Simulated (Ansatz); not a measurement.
**KCl: deformation potentials from a series**

```
CELL_PARAMETERS angstrom
3.63400 0.00000 0.00000
0.00000 3.63400 0.00000
0.00000 0.00000 3.63400
ATOMIC_POSITIONS crystal
K 0.00000 0.00000 0.00000
Cl 0.50000 0.50000 0.50000
```

Atoms are numbered in the order listed.

Conventional cell: a = 3.634 Å, b = 3.634 Å, c = 3.634 Å, α = 90.00°, β = 90.00°, γ = 90.00°. K (atom 1) has 8 Cl at 3.15 Å as nearest neighbours. Cl (atom 2) is surrounded by 8 K at 3.15 Å.

The cell is COD entry 1000050, as deposited and not checked against the literature; nothing was relaxed.

These are results of DFT, PBEsol, all-electron LAPW, scalar-relativistic (Ansatz 0.2.0), not measurements.

Sampling and basis: a Γ-centred 7×7×7 k mesh, Fermi–Dirac smearing of 0.01 eV, basis error target 1 meV/atom, no spin polarisation.

The strain is applied along the Cartesian axes of the cell as listed (the other components stay zero). Fractional coordinates are held (clamped ions).

The valence-band top of this crystal doesn't lie at Γ but 0.24 eV above the top filled level there.

Only quantities that a quadratic follows smoothly over the whole series are listed; rougher ones are left out.

| εxx = εyy | direct gap at Γ, from the mean of the top three filled levels (eV) | singlet less doublet of the top filled triplet at Γ (eV) |
| --- | --- | --- |
| -0.0200 | 5.813 | -0.133 |
| 0.0000 | 5.606 | 0.000 |
| 0.0100 | 5.498 | 0.063 |
| 0.0200 | 5.392 | 0.123 |

**Question.** Fit the series and give the slopes at zero strain.

**Answer.** Least-squares fits y = p0 + p1 x + p2 x² to the rows give direct gap at Γ, from the mean of the top three filled levels (eV): p1 = -10.5, p2 = -7; singlet less doublet of the top filled triplet at Γ (eV): p1 = 6.4, p2 = -13. Without spin–orbit coupling the singlet lies 3b(εzz − εxx) above the doublet in the usual convention, so the shear deformation potential is b = -2.13 eV.

**Question.** One run, at εxx = εyy = -0.0100, is withheld. Predict its row.

**Answer.** The fits give 5.710, -0.065; the run gave 5.712, -0.065.
